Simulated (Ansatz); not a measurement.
Crystal: GaAs.

```
CELL_PARAMETERS angstrom
0.00000 2.82685 2.82685
2.82685 0.00000 2.82685
2.82685 2.82685 0.00000
ATOMIC_POSITIONS crystal
As 0.75000 0.75000 0.75000
Ga 0.00000 0.00000 0.00000
```

Base run:

```yaml
Program: Ansatz 0.2.0
Functional: revPBE
Potentials_or_basis: Ansatz PAW
Cutoff: 420 eV
Density_cutoff: 1680 eV
k_mesh: 8 × 8 × 8
Occupations: fermi-dirac, width 0.05 eV
Spin: no spin polarisation
```

Its results: band gap on the k mesh 0.61 eV, direct; pressure 4.7 GPa.

Question: The run is repeated on the same cell with these changes: functional from revPBE to PBE; cutoff from 420 eV to 600 eV; density cutoff from 1680 eV to 2400 eV. What comes out?

Answer: Band gap on the k mesh 0.52 eV, direct; pressure 3.3 GPa.

PBE binds more tightly than revPBE, so the same cell stands under less pressure.

Caveats: the potentials were made for another functional, which shifts forces and pressure (some runs); the PAW data sets come from PBE, with cores solved anew for the run's functional, which leaves a small shift of forces and pressure (some runs).

Not every run made on this cell is shown here.
